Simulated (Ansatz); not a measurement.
# MnS: the cost of one run

Program: Ansatz 0.2.0. Level of theory: DFT PBE, scalar-relativistic, plane waves, PAW. These are calculated values, not measurements.

## 1. The structure to begin with

The structure is trigonal, space group R3m (No. 160). The conventional cell has a = 4.063 Å, b = 4.063 Å, c = 9.192 Å, α = 90.00°, β = 90.00°, γ = 120.00°. Mn (site symmetry 3m) is surrounded by 1 S at 1.67 Å. Around S (site symmetry 3m) lie 1 Mn at 1.67 Å.

As a file:

```cif
data_structure
_symmetry_space_group_name_H-M 'P 1'
_symmetry_Int_Tables_number 1
_cell_length_a 3.8589
_cell_length_b 3.8589
_cell_length_c 3.8589
_cell_angle_alpha 63.539
_cell_angle_beta 63.539
_cell_angle_gamma 63.539
_cell_volume 43.81
loop_
_atom_site_label
_atom_site_type_symbol
_atom_site_fract_x
_atom_site_fract_y
_atom_site_fract_z
_atom_site_occupancy
Mn1 Mn 0.96598 0.96598 0.96598 1
S1 S 0.78402 0.78402 0.78402 1
```

The guess is a distorted database cell: MnS type (F-43m) distorted into a subgroup (R3m, No. 160).

## 2. Probe: one point on a coarse mesh

Input file input.yaml:

```yaml
crystal:
  lattice:
    - [2.03173306, 1.17302163, 3.06387198]
    - [-2.03173306, 1.17302163, 3.06387198]
    - [0.0, -2.34604326, 3.06387198]
  atoms:
    - { symbol: Mn, position: [0.96597757, 0.96597757, 0.96597757], spin: 4.0 }
    - { symbol: S, position: [0.78402243, 0.78402243, 0.78402243] }
basis:
  ecutwfc: 420
kpoints:
  mp_grid: { grid: [6, 6, 6] }
hamiltonian:
  xc: pbe
scf:
  occupations: { method: gaussian, width: 0.1 }
  lower_state_search: "off"
output:
  forces: true
  stress: true
  eigenvalues: true
  populations: true
magnetization:
  spin_polarized: true
```

Run with:

```
ansatz run input.yaml --threads 1 --pin off --max-ram 2560MiB --backend cpu --events-out ev --progress --plain --runs-dir out
```

Q: Estimate wall time and peak memory on 1 thread of Intel Xeon at 2.50GHz (Skylake/Cascade Lake), shared host.

About 15 s, with a peak of 0.36 GiB.
